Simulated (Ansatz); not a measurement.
This log comes from Ansatz, run on CuI (NiAs type). The cell was relaxed with r2SCAN and then strained (biaxial -5.38 % in x and y, z held), with the atoms relaxed again with r2SCAN; k points keep the names of the unstrained zone.

Structure:
```
Cu I
1.0
     3.92421    0.00000    0.00000
    -1.96211    3.39847    0.00000
     0.00000    0.00000    6.33636
Cu I
2 2
Direct
  0.00000 0.00000 0.00000
  0.00000 0.00000 0.50000
  0.33333 0.66667 0.25000
  0.66667 0.33333 0.75000
```

Output, abridged:
```
scf.n_extra_bands = 5 over 36 filled bands (N_el = 72.0): the run solves 41 bands
Functional definition: HSE06
Crystal: 4 atoms, lattice volume = 84.504 Å³
Basis set: ecut = 420 eV, 1689 PW (Γ)
Symmetry: 24 space group operations
Space group: P63/mmc (ITA 194)
k-points: 21 of 144
[warm-up without exact exchange]
SCF 1 converged in 10 iterations: F = -28275.521165 eV  dr2 = 1.05e-10
[exact exchange on]
Exchange kernel: α = 0.2500, screened, ω = 0.2079 Å⁻¹, Wigner–Seitz truncation, v(0) = 1046.7086 eV·Å³, q-mesh 6×6×4
preconditioner: auto → none  [insulator: Δε(μ)=1.439 eV  σ=0.020 eV  ℏωp=24.2 eV]
SCF 2 stopped early in 7 iterations: F = -28283.719137 eV  dr2 = 4.41e-6
hybrid outer 1: dexx = +4.478e-2 eV, tail = 3.29e-4 eV
SCF 3 converged in 6 iterations: F = -28283.718389 eV  dr2 = 5.23e-10
hybrid outer 2: dexx = +2.243e-6 eV, tail = 1.51e-7 eV, Δε = 8.13e-3 eV
SCF 4 converged in 2 iterations: F = -28283.718386 eV  dr2 = 2.32e-9
hybrid outer 3: dexx = +2.756e-9 eV, tail = 4.87e-9 eV, Δε = 2.57e-4 eV, ΔF = 6.94e-18 eV/Å
Free energy (F): -28283.718386 eV
Fermi energy:    12.299469 eV
--- Per-component energies (eV) ---
  E_band       = -1630.982660
  E_kinetic    = 985.368837
  E_local      = -13144.850679
  E_nonlocal   = 653.414310
  E_hartree    = 6202.631956
  E_xc         = -347.818453
  E_vxc        = -386.862014
  E_exx        = -320.151369
  E_paw        = -12777.999399
  E_vpaw       = -1503.016066
  E_ewald      = -9533.148560
  E_core_change = -1.165574
--- Forces (eV/Å), atoms counted from 1 ---
  atom   1  Cu      0.00000      0.00000      0.00000
  atom   2  Cu      0.00000      0.00000      0.00000
  atom   3  I       0.00000      0.00000      0.00000
  atom   4  I       0.00000      0.00000      0.00000
--- Stress (GPa, compression-positive) ---
        8.632793       0.000000       0.000000
        0.000000       8.632793       0.000000
        0.000000       0.000000       7.073574
  P = ⅓ Tr σ = 8.1131 GPa (81.131 kbar)
--- Band table (eV; the first three rows and the last of 21) ---
  k-point 0: bands = […, 9.4059, 9.8635, 9.8635, 10.0807, 11.5626, 11.5626, 14.2986, 15.3389, 18.0006, 18.0006, …]
  k-point 1: bands = […, 9.1960, 9.2639, 10.2932, 10.2932, 11.4070, 11.4070, 15.2299, 15.5833, 17.9935, 17.9935, …]
  k-point 2: bands = […, 8.9890, 8.9890, 10.9491, 10.9491, 10.9491, 10.9491, 15.9460, 15.9460, 18.2539, 18.2539, …]
  k-point 20: bands = […, 8.8727, 8.8727, 9.1169, 9.1169, 11.3003, 11.3003, 16.0094, 16.0094, 16.2162, 16.2162, …]
```

bands.tsv, columns around the gap (it counts bands from 0):
```tsv
# k_distance	band_31	band_32	band_33	band_34	band_35	band_36	band_37	band_38	band_39
# fermi_ev = 12.299467
# [0, 0, 0] at k_distance = 0.000000
# [0.5, 0, 0] at k_distance = 0.924415
# [0.3333333333, 0.3333333333, 0] at k_distance = 1.458126
# [0, 0, 0.5] at k_distance = 2.635077
# [0.5, 0, 0.5] at k_distance = 3.559492
# [0.3333333333, 0.3333333333, 0.5] at k_distance = 4.093203
# levels_relative_to = fermi_ev
0.000	-2.436	-2.436	-2.219	-0.737	-0.737	1.999	3.039	5.701	5.701
0.924	-3.393	-3.267	-3.053	-1.824	-0.702	2.592	3.050	3.481	4.880
1.458	-3.283	-2.677	-2.677	-2.478	-2.478	0.686	6.090	7.237	7.237
2.635	-3.310	-1.350	-1.350	-1.350	-1.350	3.646	3.646	5.954	5.954
3.559	-3.371	-2.244	-2.244	-1.925	-1.925	1.903	1.903	4.794	4.794
4.093	-3.427	-3.183	-3.183	-0.999	-0.999	3.710	3.710	3.917	3.917
```
In order the rows are Γ, M, K, A, L, H.

Q: What input produced it? Give the YAML.

A:
```yaml
crystal:
  # lattice and atoms as above
kpoints:
  mp_grid: { grid: [6, 6, 4] }
  band_path:
    path:
      - [0.0, 0.0, 0.0]
      - [0.5, 0.0, 0.0]
      - [0.3333333333, 0.3333333333, 0.0]
      - [0.0, 0.0, 0.5]
      - [0.5, 0.0, 0.5]
      - [0.3333333333, 0.3333333333, 0.5]
    npoints: 1
hamiltonian:
  xc: hse06
scf:
  occupations: { method: fermi_dirac, width: 0.02 }
  n_extra_bands: 5
output:
  forces: true
  stress: true
  eigenvalues: true
```
The exchange loop and the term E_exx show exact exchange. A single point prints forces and stress when the output block asks for them. Keys that aren't typed take their defaults; thresholds and the kind of smearing can't be read off these lines.

These are computed values for a spin-unpolarised cell that may be hypothetical; none is a measurement.

No spin-orbit coupling is included; it can move band edges with weight on the heavy atoms by tenths of an eV.

The stress of a hybrid is loosely converged in these runs.

The meshes of the hybrids are coarse, so their gaps aren't converged to the digits shown.
